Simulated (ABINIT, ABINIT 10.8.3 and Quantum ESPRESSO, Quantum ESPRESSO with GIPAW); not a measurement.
# What the valence ZORA terms do to the shieldings of NaCl in space group Pm-3m

How well do two plane-wave methods agree on the shieldings of NaCl in space group Pm-3m?

Calculated with ABINIT 10.8.3 and Quantum ESPRESSO with GIPAW; DFT, plane-wave PAW; levels as the steps name them.

## (1) Starting point

It takes space group Pm-3m (No. 221, cubic). Conventional cell: a = 2.860 Å, b = 2.860 Å, c = 2.860 Å, α = 90.00°, β = 90.00°, γ = 90.00°. Cl has 8 Na at 2.48 Å nearest. Nearest to Na lie 8 Cl at 2.48 Å. Farther neighbours and most contacts between anions are not listed.

As a file:

```cif
data_structure
_symmetry_space_group_name_H-M 'Pm-3m'
_symmetry_Int_Tables_number 221
_cell_length_a 2.8600
_cell_length_b 2.8600
_cell_length_c 2.8600
_cell_angle_alpha 90.000
_cell_angle_beta 90.000
_cell_angle_gamma 90.000
_cell_volume 23.39
loop_
_atom_site_label
_atom_site_type_symbol
_atom_site_symmetry_multiplicity
_atom_site_Wyckoff_symbol
_atom_site_fract_x
_atom_site_fract_y
_atom_site_fract_z
_atom_site_occupancy
Cl1 Cl 1 b 0.50000 0.50000 0.50000 1
Na1 Na 1 a 0.00000 0.00000 0.00000 1
```

## (2) GIPAW: ground state

The first road is linear response to a uniform field, which keeps the symmetry and yields every site at once.

A patched development version of Quantum ESPRESSO; PAW files made with ld1.x from the pslibrary 1.0.0 recipes.

scf.in

```
&control
  calculation = 'scf'
  prefix = 'x'
  outdir = './tmp/'
  pseudo_dir = './'
/
&system
  ibrav = 0
  nat = 2
  ntyp = 2
  ecutwfc = 75
  ecutrho = 450
  nbnd = 10
/
&electrons
  conv_thr = 1.0d-10
  mixing_beta = 0.7
  electron_maxstep = 100
/
ATOMIC_SPECIES
  Cl 35.450 Cl.pbe-n-kjpaw_psl.1.0.0-gipaw.UPF
  Na 22.990 Na.pbe-spn-kjpaw_psl.1.0.0-gipaw.UPF
CELL_PARAMETERS angstrom
  2.86000000 0.00000000 0.00000000
  0.00000000 2.86000000 0.00000000
  0.00000000 0.00000000 2.86000000
ATOMIC_POSITIONS crystal
  Cl 0.50000000 0.50000000 0.50000000
  Na 0.00000000 0.00000000 0.00000000
K_POINTS automatic
  8 8 8 0 0 0
```

On the command line:

```sh
$ mpirun -np 8 pw.x -nk 8 -in scf.in > scf.out
```

Numbers of over 12 decimals in the logs are rounded to 6 here.

Output:

```text
using ibrav=0 with symmetry is DISCOURAGED, use correct ibrav instead

     bravais-lattice index     =            0
     lattice parameter (alat)  =       5.4046  a.u.
     unit-cell volume          =     157.8682 (a.u.)^3
     number of atoms/cell      =            2
     number of atomic types    =            2
     number of electrons       =        16.00
     number of Kohn-Sham states=           10
     kinetic-energy cutoff     =      75.0000  Ry
     charge density cutoff     =     450.0000  Ry
     scf convergence threshold =      1.0E-10
     mixing beta               =       0.7000
     number of iterations used =            8  plain     mixing
     Exchange-correlation= SLA-PW-PBX-PBC
                           (   1   4   3   4   0   0   0)
[...]
Cl                7.00    35.45000     Cl( 1.00)
     Na                9.00    22.99000     Na( 1.00)

     48 Sym. Ops., with inversion, found
[...]
number of k points=    35
[...]
Dense  grid:    25413 G-vectors     FFT dimensions: (  40,  40,  40)

     Smooth grid:    13805 G-vectors     FFT dimensions: (  30,  30,  30)

     Initial potential from superposition of free atoms

     starting charge      15.9937, renormalised to      16.0000
     Starting wfcs are    9 atomic +    1 random wfcs

     Self-consistent Calculation

     iteration #  1     ecut=    75.00 Ry     beta= 0.70
     Davidson diagonalization with overlap
     ethr =  1.00E-02,  avg # of iterations =  6.4

     Threshold (ethr) on eigenvalues was too large:
     Diagonalizing with lowered threshold

     Davidson diagonalization with overlap
     ethr =  4.84E-04,  avg # of iterations =  3.0

     total energy              =    -188.63873401 Ry
     estimated scf accuracy    <       0.05799892 Ry

     iteration #  2     ecut=    75.00 Ry     beta= 0.70
     Davidson diagonalization with overlap
     ethr =  3.62E-04,  avg # of iterations =  3.0

     total energy              =    -188.65501341 Ry
     estimated scf accuracy    <       0.00463539 Ry

     iteration #  3     ecut=    75.00 Ry     beta= 0.70
[...]
c_bands: 1 eigenvalues not converged on the other pools
[...]
total energy              =    -188.65607030 Ry
     estimated scf accuracy    <       0.00027114 Ry

[...]
total energy              =    -188.65621668 Ry
[...]
iteration # 10     ecut=    75.00 Ry     beta= 0.70
     Davidson diagonalization with overlap
     ethr =  1.17E-11,  avg # of iterations =  4.7

     total energy              =    -188.65621668 Ry
     estimated scf accuracy    <          6.4E-10 Ry

     iteration # 11     ecut=    75.00 Ry     beta= 0.70
     Davidson diagonalization with overlap
     ethr =  4.01E-12,  avg # of iterations =  2.3

     The highest empty levels of an scf can be off by 1 eV or more

     End of self-consistent calculation
     [one-electron energies left out]

     highest occupied, lowest unoccupied level (ev):    10.0513   14.4216

!    total energy              =    -188.65621668 Ry
     total all-electron energy =     -1247.943231 Ry
     estimated scf accuracy    <          3.7E-11 Ry

     The total energy is the sum of the following terms:
     one-electron contribution =     -51.93669141 Ry
     hartree contribution      =      36.91026253 Ry
     xc contribution           =     -26.05510542 Ry
     ewald contribution        =     -86.94281745 Ry
     one-center paw contrib.   =     -60.63186494 Ry

     convergence has been achieved in  11 iterations
[...]
JOB DONE.
```

Elapsed: 6.8 s, on 8 MPI ranks of Arm Neoverse N1, shared host; peak memory 0.65 GiB; 53 s of CPU time.

## (3) GIPAW: response

nmr.in

```
&inputgipaw
  job = 'nmr'
  prefix = 'x'
  tmp_dir = './tmp/'
  restart_mode = 'from_scratch'
  verbosity = 'low'
  q_gipaw = 0.01
  spline_ps = .true.
  conv_threshold = 1.0d-11
  use_nmr_macroscopic_shape = .false.
  pawproj(1) = .true.
  pawproj(2) = .true.
/
```

On the command line:

```sh
$ mpirun -np 8 gipaw.x -in nmr.in > nmr.out
```

Output:

```text
[banner, memory and clock lines left out]
[a note of our patched build left out]

     Parallelizing q-star over 1 images

     IMPORTANT: XC functional enforced from input :
     Exchange-correlation= PBE
                           (   1   4   3   4   0   0   0)
     Any further DFT definition will be discarded
     Please, verify this is what you really want

[...]
alpha_pv=    101.8277 eV

     spline_ps is .false., expect some extrapolation errors

     q-space interpolation up to    90.00 Rydberg

     GIPAW job: nmr
     NMR macroscopic correction: no
[...]
Computing the magnetic susceptibility     isolve=0    ethr=  0.1000E-10
     Starting from scratch
     k-point #    1 of    35      pool #  1    cpu time:       0.7
     ATTENTION: ik=   1  ibnd= 10  eigenvalues differ too much!
        17.4773     16.6439
     ATTENTION: ik=   1  ibnd= 10  eigenvalues differ too much!
        17.4773     16.6499
     ATTENTION: ik=   1  ibnd= 10  eigenvalues differ too much!
        17.4773     16.6499
     ATTENTION: ik=   1  ibnd= 10  eigenvalues differ too much!
        17.4773     16.6499
     ATTENTION: ik=   1  ibnd= 10  eigenvalues differ too much!
        17.4773     16.6499
     ATTENTION: ik=   1  ibnd= 10  eigenvalues differ too much!
        17.4773     16.6499
     ATTENTION: ik=   1  ibnd= 10  eigenvalues differ too much!
        17.4773     16.6499
[...]
ATTENTION: ik=   9  ibnd= 10  eigenvalues differ too much!
        19.8317     19.6243
     ATTENTION: ik=   9  ibnd= 10  eigenvalues differ too much!
        19.8317     20.0410
[...]
ATTENTION: ik=  16  ibnd= 10  eigenvalues differ too much!
        19.2957     18.5970
     ATTENTION: ik=  16  ibnd= 10  eigenvalues differ too much!
        19.2957     18.7211
     ATTENTION: ik=  16  ibnd= 10  eigenvalues differ too much!
        19.2957     18.5726
     ATTENTION: ik=  16  ibnd= 10  eigenvalues differ too much!
        19.2957     18.7211
     ATTENTION: ik=  16  ibnd= 10  eigenvalues differ too much!
        19.2957     18.5726
     ATTENTION: ik=  16  ibnd= 10  eigenvalues differ too much!
        19.2957     18.7211
     ATTENTION: ik=  16  ibnd= 10  eigenvalues differ too much!
        19.2957     18.5726
[...]
End of magnetic susceptibility calculation

     f-sum rule (1st term):
           -13.9525          0.0000          0.0000
             0.0000        -13.9525          0.0000
             0.0000          0.0000        -13.9525

     f-sum rule (2nd term):
            -0.5675          0.0000          0.0000
             0.0000         -0.5675          0.0000
             0.0000          0.0000         -0.5675

     f-sum rule (should be   -14.5087):
           -14.5200          0.0000          0.0000
             0.0000        -14.5200          0.0000
             0.0000          0.0000        -14.5200

[... susceptibilities left out ...]
     Contributions to the NMR chemical shifts: -------------------------------

     Macroscopic shape contribution in ppm:                    0.00
             0.0000          0.0000          0.0000
             0.0000          0.0000          0.0000
             0.0000          0.0000          0.0000

     Core contribution in ppm:

     Atom  1  Cl  pos: (  0.500000  0.500000  0.500000)  core sigma:        1050.85
     Atom  2  Na  pos: (  0.000000  0.000000  0.000000)  core sigma:         377.27

     Bare contribution in ppm:

     Atom  1  Cl  pos: (  0.500000  0.500000  0.500000)  bare sigma:          42.11
[...]
Atom  2  Na  pos: (  0.000000  0.000000  0.000000)  bare sigma:         117.42
[...]
Diamagnetic contribution in ppm:

     Atom  1  Cl  pos: (  0.500000  0.500000  0.500000)  dia sigma:          -8.10
[...]
Atom  2  Na  pos: (  0.000000  0.000000  0.000000)  dia sigma:         108.39
[...]
Paramagnetic contribution in ppm:

     Atom  1  Cl  pos: (  0.500000  0.500000  0.500000)  para sigma:        -638.83
[...]
Atom  2  Na  pos: (  0.000000  0.000000  0.000000)  para sigma:         563.96
[...]
Paramagnetic US occ-occ contribution in ppm:

     Atom  1  Cl  pos: (  0.500000  0.500000  0.500000)  para_oo sigma:          -0.68
[...]
Atom  2  Na  pos: (  0.000000  0.000000  0.000000)  para_oo sigma:          -2.46
[...]
Paramagnetic US L_R Q_R contribution in ppm:

     Atom  1  Cl  pos: (  0.500000  0.500000  0.500000)  para_lq sigma:         146.19
[...]
Atom  2  Na  pos: (  0.000000  0.000000  0.000000)  para_lq sigma:        -665.03
[...]
Total NMR chemical shifts in ppm: ---------------------------------------
     (adopting the Simpson convention for anisotropy and asymmetry)-----------

     Atom  1  Cl  pos: (  0.500000  0.500000  0.500000)  Total sigma:         591.55
[...]
Cl      1    anisotropy:     -0.00    eta:    0.0000
[...]
Atom  2  Na  pos: (  0.000000  0.000000  0.000000)  Total sigma:         499.54
[...]
Na      2    anisotropy:      0.00    eta:    0.0000
[...]
```

Run time: 50 s. Hardware: 8 MPI ranks; peak memory 0.47 GiB; 6.7 min of CPU time.

[end of part 1 of 2]

[Banner, clock, file and dataset-listing lines were taken out of the logs.]

[Logs are printed without paths, hosts, clocks, repeated set-up lines and the standing remarks that a program may print on its own settings, such as how far it seeks lower states.]

[Hosts, paths, dates, database ids (printed as entryN), source tags and the programs' standing remarks are cut or masked in the printed files.]
